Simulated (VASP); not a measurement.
A run of VASP 6.6.1 is set up as follows.

File INCAR:

```
SYSTEM = BaTiO3
ALGO = Normal ; EDIFF = 1E-7
EDIFFG = -0.01 ; ENCUT = 600
GGA = PE ; IBRION = 2
ISIF = 4 ; ISMEAR = 0
KPAR = 2 ; LASPH = .True.
LCHARG = .False. ; LREAL = .False.
LWAVE = .False. ; NELM = 80
NSW = 40 ; PREC = Accurate
SIGMA = 0.03
```

File KPOINTS:

```
k-points
0
Gamma
  8 8 8
  0 0 0
```

The input POSCAR:

```
BaTiO3                                  
1.0
    3.9951670467      0.0000000000      0.0000000000
    0.0000000000      3.9951670467      0.0000000000
    0.0000000000     -0.0000000000      4.2227019435
  Ba              Ti              O             
     1     1     3
Direct
     1.0000000000000000    1.0000000000000000    0.9905853847144678
     0.5000000000000000    0.5000000000000000    0.4717193836751931
     0.5000000000000000    0.5000000000000000    0.0416894780916856
     0.5000000000000000    0.0000000000000000    0.5195028767593300
     1.0000000000000000    0.5000000000000000    0.5195028767593300
```

Potentials or basis: VASP PAW PBE potentials, release 64 (Ba_sv, Ti_sv, O).

The run is started by

```bash
$ cat potpaw_PBE.64/Ba_sv/POTCAR potpaw_PBE.64/Ti_sv/POTCAR potpaw_PBE.64/O/POTCAR > POTCAR
$ mpirun -np 2 vasp_std > vasp.out
```

(1) What does it give for the band gap on the k mesh?

Answers

(1) 1.77 eV, indirect (least direct gap 2.34 eV).

Caveat: the relaxation stopped at its first step, so nothing moved; spin-orbit coupling is left out, which moves the levels of the heavy elements.
